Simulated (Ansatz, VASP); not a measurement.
**MgB2: VASP beside Ansatz**

Contents of INCAR:

```
SYSTEM = MgB2
PREC = Accurate ; ENCUT = 520
EDIFF = 1E-6 ; ISMEAR = -1
SIGMA = 0.05 ; LREAL = .FALSE.
LASPH = .TRUE. ; NELM = 80
ALGO = Normal ; ISIF = 2
LWAVE = .FALSE. ; LCHARG = .TRUE.
GGA = CA ; LELF = .TRUE.
LVHAR = .TRUE. ; NBANDS = 11
```

The input KPOINTS:

```
regular mesh
0
G
  10 10 8
  0 0 0
```

The input POSCAR:

```
MgB2
1.0
    3.0850000000      0.0000000000      0.0000000000
   -1.5425000000      2.6716883707      0.0000000000
    0.0000000000      0.0000000000      3.5230000000
Mg B
1 2
Direct
    0.0000000000      0.0000000000      0.0000000000
    0.6666666667      0.3333333333      0.5000000000
    0.3333333333      0.6666666667      0.5000000000
```

File input.yaml:

```yaml
crystal:
  lattice:
    - [3.085, 0.0, 0.0]
    - [-1.5425, 2.6716883707, 0.0]
    - [0.0, 0.0, 3.523]
  atoms:
    - { symbol: Mg, position: [0.0, 0.0, 0.0] }
    - { symbol: B, position: [0.6666666667, 0.3333333333, 0.5] }
    - { symbol: B, position: [0.3333333333, 0.6666666667, 0.5] }
hamiltonian:
  xc: lda
  pseudopotentials: { kind: paw }
kpoints:
  mp_grid: { grid: [10, 10, 8] }
  band_path:
    path:
      - [[0.0, 0.0, 0.0], [0.5, 0.0, 0.0], [0.3333333333, 0.3333333333, 0.0], [0.0, 0.0, 0.0], [0.0, 0.0, 0.5], [0.5, 0.0, 0.5], [0.3333333333, 0.3333333333, 0.5], [0.0, 0.0, 0.5]]
      - [[0.5, 0.0, 0.5], [0.5, 0.0, 0.0]]
      - [[0.3333333333, 0.3333333333, 0.0], [0.3333333333, 0.3333333333, 0.5]]
    npoints: 14
scf:
  occupations: { method: fermi_dirac, width: 0.05 }
  n_extra_bands: 7
output:
  forces: true
  stress: true
  eigenvalues: true
  fatbands: true
  write_density: true
  write_potential: true
  elf: true
  volumetric_format: npy
```

Alike in both runs: functional LDA; k mesh 10 × 10 × 8; occupations fermi-dirac, width 0.05 eV; no spin polarisation.

|  | VASP | Ansatz |
| --- | --- | --- |
| version | VASP 6.6.1 | Ansatz 0.2.0 |
| potentials or method | VASP PAW LDA potentials, release 64 (Mg, B) | Ansatz PAW |
| plane-wave cutoff (eV) | 520 | 420 |
| valence electrons in the cell | 8 | 16 |
| task | single point | band structure |

Ansatz gave:

| Quantity | Value |
| --- | --- |
| gap on the k mesh at the Fermi level (eV) | none |
| pressure (GPa) | -7.5 |
| largest component of the traceless stress (GPa) | 0.46 |

Task: What did VASP give for the same quantities?

Result: gap on the k mesh at the Fermi level (eV): none; pressure (GPa): -8.1; largest component of the traceless stress (GPa): 0.38.

A gap of «none» marks a metal or a gap that the smearing closes. The two sets of potentials don't hold the same shells in valence.

Caveats: the PAW data sets come from PBE, with cores solved anew for the run's functional, which leaves a small shift of forces and pressure (Ansatz).
